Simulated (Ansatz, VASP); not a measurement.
## Br: VASP beside Ansatz

```
Br
1.0
     0.00000    2.07724    2.07724
     2.07724    0.00000    2.07724
     2.07724    2.07724    0.00000
Br
1
Direct
  0.00000 0.00000 0.00000
```

Change from the starting cell: volume scaled by 0.68, LAPW.

Alike in both runs: task single point; functional PBE; k mesh 14 × 14 × 14; occupations fermi-dirac, width 0.05 eV; no spin polarisation.

```csv
,VASP,Ansatz
version,VASP 6.6.1,Ansatz 0.2.0
potentials or method,"VASP PAW PBE potentials, release 64 (Br), cutoff 520 eV","all-electron LAPW, scalar-relativistic"
```

|  | VASP | Ansatz | Ansatz less VASP |
| --- | --- | --- | --- |
| pressure (GPa) | 29.6 | 29.6 | -0.02 |

Ansatz ran all-electron here, so the differences hold the error of VASP's frozen core and of both bases.

Caveats: so large a pressure means that the cell lies far from this level's equilibrium, or that cutoff or potentials fall short (VASP); an odd number of electrons without spin polarisation forces a metal; a magnetic or distorted state may lie lower.
